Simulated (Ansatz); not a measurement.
**Random displacements in HfN**

These are results of DFT PBEsol, scalar-relativistic, plane waves, PAW in Ansatz 0.2.0, not measurements. Settings: plane waves to 420 eV, k-mesh 10×10×10 (Γ-centred), Gaussian smearing 0.15 eV. Spin–orbit coupling is left out, which can shift energies with elements as heavy as these. No spin polarisation. Energies are free energies at this smearing, counted from the undisturbed cell; pressure is positive in compression.

The starting cell (as given, not relaxed at this level):

```
CELL_PARAMETERS angstrom
4.51800 0.00000 0.00000
0.00000 -4.51800 0.00000
0.00000 0.00000 -4.51800
ATOMIC_POSITIONS crystal
Hf 0.00000 0.50000 0.50000
Hf 0.50000 0.00000 0.50000
Hf 0.50000 0.50000 0.00000
Hf 0.00000 0.00000 0.00000
N 0.50000 0.00000 0.00000
N 0.00000 0.50000 0.00000
N 0.00000 0.00000 0.50000
N 0.50000 0.50000 0.50000
```

The atoms are displaced (Å, in the unstrained cell):

| atom | ux | uy | uz |
| --- | --- | --- | --- |
| Hf1 | -0.425 | 0.003 | -0.656 |
| Hf2 | -0.297 | -0.249 | -0.382 |
| Hf3 | -0.518 | 0.148 | -0.174 |
| Hf4 | 0.779 | 0.448 | 0.287 |
| N5 | -0.056 | 0.163 | 0.056 |
| N6 | 0.067 | -0.256 | 0.054 |
| N7 | 0.377 | 0.267 | 0.182 |
| N8 | 0.073 | -0.525 | 0.632 |

Strain (Voigt, engineering shear): (0.0186, 0.0276, 0.0885, 0.0018, 0.0729, 0.0176).

**Question.** What are the energy change, the stress and the forces?

**Answer.** ΔE = 3446.9 meV/atom; stress (xx, yy, zz, yz, xz, xy; compression positive) (123.83, 64.43, 64.03, 2.01, -19.09, -22.79) GPa.
```
atom Fx (eV/Å) Fy Fz
 Hf1      -2.16    1.92  11.58
 Hf2       9.87   -2.47   8.86
 Hf3      11.42    9.57   0.32
 Hf4     -32.90  -11.00  -0.31
  N5      29.24   -5.82  -5.82
  N6     -10.31    7.23  -8.07
  N7      -7.03    1.15   0.61
  N8       1.87   -0.59  -7.17
```

Cost: 1 run of about 3.6 core-minutes, on Intel Xeon 6975P-C (Granite Rapids) (shared hosts).